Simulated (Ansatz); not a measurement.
Structure: COD 9011050, as refined from experiment and not relaxed. The listed cell was then made from it by scaling, straining or moving an atom.

An input for Ge: DFT, PBE, all-electron PAW with datasets made for the crystal, scalar-relativistic (Ansatz 0.2.0).

Command: `ansatz run input.yaml --threads 1 --pin off --max-ram 3072MiB --backend cpu --events-out ev --progress --plain --runs-dir out` The run took 5.8 s on 1 thread of Intel(R) Xeon(R) Platinum 8375C CPU @ 2.90GHz (Ice Lake) (shared host), peak memory 0.41 GiB.

```yaml
crystal:
  lattice:
    - [0.0282877, 2.84291385, 2.84291385]
    - [2.84291385, 0.0282877, 2.84291385]
    - [2.84291385, 2.84291385, 0.0282877]
  atoms:
    - { symbol: Ge, position: [0.5, 0.5, 0.5] }
    - { symbol: Ge, position: [0.75, 0.75, 0.75] }
kpoints:
  mp_grid: { grid: [10, 10, 10] }
scf:
  occupations: { method: fermi_dirac, width: 0.05 }
hamiltonian:
  xc: pbe
  pseudopotentials: { kind: all_electron, datasets: crystal }
output:
  forces: true
  stress: true
  eigenvalues: true
  efg: { contact_densities: true }
```

The results part of the log:

```
SCF 1 converged in 7 iterations: F = -114232.584168 eV  dr2 = 3.58e-10
  Residual-converged pass: ⟨swp⟩=3.0  Hψ=1753  notcnv=0  max |occ|·‖R‖ = 5.0e-6 eV (tolerance 5.3e-6 eV)  dr2=3.35e-10  dr2_onsite=1.54e-9  max |Δocc| = 4.3e-9
  greatest PAW one-centre occupation: 0.525 electrons in one spin orbital (limit 2), on the Ge atom at site 1 (counted from 0), in its partial waves of l = 0
SCF converged after 7 iterations
Free energy (F): -114232.584168 eV
Harris-Foulkes:  -114232.584168 eV  (|F-HF|=3.06e-10)
Internal energy: -114232.583662 eV  (E = F + TS)
E sigma→0 (E₀):  -114232.583915 eV
Entropy (-TS):   -0.000506 eV (-0.253 meV/atom)
Past the cutoff: the bands carry plane waves up to 1.75 times it, of which those up to 1.5 times it add -0.000335 eV an atom, each by itself; the spheres take 0.000254 eV an atom off the energy for waves past 1.75 times it
By the cutoff:   a pressure is off by up to 0.006 GPa (1.2 times the spheres' own share and the shells' term, over an atom's volume, and 0.004 GPa: a bound that held against runs at twice the plane waves)
Past the cutoffs: a stress includes 0.0037 GPa for waves and charges beyond them, in addition to the slope of what the spheres take
In the spheres:  the bands' charges fall short by 1.3e-6 e at most (sound up to 1e-3), those of shells solved beside the bands by 3.8e-7 e (sound up to 5e-4)
Fermi energy:    10.028571 eV
--- Per-component energies (eV) ---
  The terms above E_closure are by the made datasets' own strengths, without shells solved beside the bands.
--- Forces (eV/Å), atoms counted from 1 ---
  atom   1  Ge     0.08761515     0.08761515     0.08761515
  atom   2  Ge    -0.08761515    -0.08761515    -0.08761515
  max |Σ_I F_I| component: 2.78e-17 eV/Å
--- Stress (GPa, compression-positive) ---
        3.683608      -0.842822      -0.842822
       -0.842822       3.683608      -0.842822
       -0.842822      -0.842822       3.683608
  P = ⅓ Tr σ = 3.6836 GPa (36.836 kbar)
  It holds what live shells' own plane waves past their cutoff add
--- PAW observables at the nuclei: V_zz in 10²¹ V/m², potentials from the cell's mean, atoms counted from 1 ---
  atom   1  Ge V_zz =    +0.959265   η = 0.0000   by run symmetry: allowed
            electrostatic potential = -4321.497560 V   contact ρ = 210323.834877 e/Å³
  atom   2  Ge V_zz =    +0.959265   η = 0.0000   by run symmetry: allowed
            electrostatic potential = -4321.497560 V   contact ρ = 210323.834877 e/Å³
--- Band table (eV; the first three rows and the last of 116) ---
  k-point 0: bands = ["-2.7857", "9.9693", "9.9972", "9.9972", "10.0157", "12.4032"]
  k-point 1: bands = ["-2.6624", "8.1443", "9.7358", "9.7616", "10.9838", "12.7450"]
  k-point 2: bands = ["-2.2991", "6.2030", "9.2909", "9.3088", "10.8107", "13.3102"]
  k-point 115: bands = ["-0.7944", "2.4394", "8.6553", "8.6553", "10.2961", "13.7799"]
```
